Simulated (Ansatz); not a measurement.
Ge:

```
Ge
1.0
     4.05040    0.00000    0.00000
    -2.02520    3.50775    0.00000
     0.00000    0.00000   10.99336
Ge
4
Direct
  0.66667 0.33333 0.41485
  0.33333 0.66667 0.91485
  0.00000 0.00000 0.47745
  0.00000 0.00000 0.97745
```

This isn't the form of Ge at room conditions, which is diamond.

Base run:

```yaml
Program: Ansatz 0.2.0
Functional: PBEsol
Potentials_or_basis: all-electron LAPW, scalar-relativistic
Cutoff: 296 eV (chosen from the basis error)
Basis_error_allowed: 0.002 eV/atom
k_mesh: 8 × 8 × 3
Occupations: fermi-dirac, width 0.05 eV
Spin: no spin polarisation
```

Its results: pressure -1.6 GPa; largest force 0.168 eV/Å.

**Question.** The run is repeated on the same cell with these changes: functional from PBEsol to LDA. What comes out?

**Answer.** Pressure -2.5 GPa; largest force 0.274 eV/Å.

LDA binds more tightly than PBEsol, so the same cell stands under less pressure.
